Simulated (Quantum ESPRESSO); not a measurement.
## TiC: band structure with LDA

The system is TiC.

```
CELL_PARAMETERS angstrom
0.00000 2.16572 2.16572
2.16572 0.00000 2.16572
2.16572 2.16572 0.00000
ATOMIC_POSITIONS crystal
Ti 0.00000 0.00000 0.00000
C 0.50000 0.50000 0.50000
```

The cell is a database's computed one.

```
Program                     : Quantum ESPRESSO 7.5
Task                        : band structure
Functional                  : LDA
Potentials or basis         : GBRV 1.5 LDA
Cutoff                      : 612 eV
Density cutoff              : 4898 eV
k mesh                      : 11 × 11 × 11
Occupations                 : fermi-dirac, width 0.05 eV
Spin                        : no spin polarisation
Form of the LDA correlation : PZ81
Mixing beta                 : 0.5
Most SCF iterations         : 120
SCF threshold               : 4e-10 Ry
```

The pressure is -12.4 GPa. The band gap on the k mesh is none (metal or under the smearing width).

Levels at the corners of the path, in eV from the Fermi level:
```
point  band 5  band 6  band 7  band 8  band 9  band 10  band 11  band 12
    Γ  -12.28    0.59    0.59    0.59    1.63     1.63     1.63     1.67
    X   -9.97   -3.42   -1.72   -0.06   -0.06     2.68     3.44     3.44
    W   -9.36   -3.17   -3.17   -2.75    2.71     2.71     3.44     5.14
    K   -9.44   -3.52   -3.36   -1.76    1.38     3.05     3.75     5.41
    Γ  -12.28    0.59    0.59    0.59    1.63     1.63     1.63     1.67
    L   -8.72   -5.88   -2.95   -2.95    2.84     2.84     4.03     8.13
    U   -9.44   -3.52   -3.36   -1.76    1.38     3.05     3.75     5.41
    W   -9.36   -3.17   -3.17   -2.75    2.71     2.71     3.44     5.14
    L   -8.72   -5.88   -2.95   -2.95    2.84     2.84     4.03     8.13
    K   -9.44   -3.52   -3.36   -1.76    1.38     3.05     3.75     5.41
    U   -9.44   -3.52   -3.36   -1.76    1.38     3.05     3.75     5.41
    X   -9.97   -3.42   -1.72   -0.06   -0.06     2.68     3.44     3.44
```

It took 8 s on 2 MPI ranks on Arm Neoverse V2, on a shared host, peak memory 0.18 GiB a rank.
